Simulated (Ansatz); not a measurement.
HfO2, 12 atoms in the cell. Symmetry: P2_1/c, No. 14, monoclinic system. Conventional cell: a = 5.118 Å, b = 5.186 Å, c = 5.284 Å, α = 90.00°, β = 99.35°, γ = 90.00°. Around Hf (site symmetry 1) lie 7 O at 2.03 to 2.25 Å. O (site symmetry 1) is surrounded by 3 Hf at 2.03 to 2.12 Å. Around O (site symmetry 1) lie 4 Hf at 2.14 to 2.25 Å. 

| Property | Result |
| --- | --- |
| Program | Ansatz 0.2.0 |
| Task | band structure |
| Functional | r2SCAN |
| Potentials or basis | Ansatz PAW |
| Cutoff | 500 eV (not typed: the program's choice for these potentials) |
| k mesh | 5 × 5 × 5 |
| Occupations | fermi-dirac, width 0.05 eV |
| Spin | no spin polarisation |
| Hubbard terms | Hf d U = 3.5 eV |
| Path | [["G", "Y", "H", "C", "E", "M1", "A", "X", "H1"], ["M", "D", "Z"], ["Y", "D"]] |
| Points for each segment of the path | 10 |
| Hubbard projectors | ortho-atomic (the default) |
| Double counting | fll (the default) |

Potentials or basis: Ansatz PAW.

Launch:

```sh
$ ansatz run input.yaml --threads 2 --pin off --max-ram 5120MiB --backend cpu --events-out ev --progress --plain --runs-dir out
```

Hardware: 2 threads of Intel(R) Xeon(R) CPU @ 2.60GHz (Ice Lake), with other jobs on the host.

How long does it take, and how much memory?

Wall time 63 s on 2 threads of Intel(R) Xeon(R) CPU @ 2.60GHz (Ice Lake), with other jobs on the host, peak memory 2.2 GiB. Counts: scf iterations 10, plane waves 3541, k points 39, bands 106.
